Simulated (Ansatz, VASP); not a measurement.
# K in VASP and in Ansatz

Contents of INCAR:

```
SYSTEM = K
ALGO = Fast
EDIFF = 1E-7
ENCUT = 520
GGA = PS
ISIF = 2
ISMEAR = 0
LASPH = .TRUE.
LCHARG = .FALSE.
LREAL = .FALSE.
LWAVE = .FALSE.
NBANDS = 10
NELM = 60
PREC = Accurate
SIGMA = 0.15
```

The input KPOINTS:

```
k-points
0
G
  12 12 12
  0 0 0
```

File POSCAR:

```
K
1.0
    4.3228700750     -0.2275194776     -0.2275194776
   -0.2275194776      4.3228700750     -0.2275194776
   -0.2275194776     -0.2275194776      4.3228700750
K
1
Direct
    0.0000000000      0.0000000000      0.0000000000
```

Input for Ansatz:

```yaml
crystal:
  lattice:
    - [4.322870075, -0.2275194776, -0.2275194776]
    - [-0.2275194776, 4.322870075, -0.2275194776]
    - [-0.2275194776, -0.2275194776, 4.322870075]
  atoms:
    - { symbol: K, position: [0.0, 0.0, 0.0] }
basis:
  ecutwfc: 420
kpoints:
  mp_grid: { grid: [12, 12, 12] }
hamiltonian:
  xc: pbesol
scf:
  occupations: { method: gaussian, width: 0.15 }
output:
  forces: true
  stress: true
  eigenvalues: true
```

Alike in both runs: task single point; functional PBEsol; k mesh 12 × 12 × 12; occupations gaussian, width 0.15 eV; no spin polarisation.

```csv
,VASP,Ansatz
version,VASP 6.6.1,Ansatz 0.2.0
potentials or method,"VASP PAW PBE potentials, release 64 (K_sv)","scalar-relativistic, plane waves, PAW"
plane-wave cutoff (eV),520,420
valence electrons in the cell,9,9
```

```tsv
	VASP	Ansatz	Ansatz less VASP
gap on the k mesh at the Fermi level (eV)	none	none	-
pressure (GPa)	-0.2	-0.2	+0.01
largest component of the traceless stress (GPa)	0.13	0.13	0.000
```

A gap of «none» marks a metal or a gap that the smearing closes.

Caveats: the PAW data sets were made with another functional, which shifts forces and pressure a little (VASP).
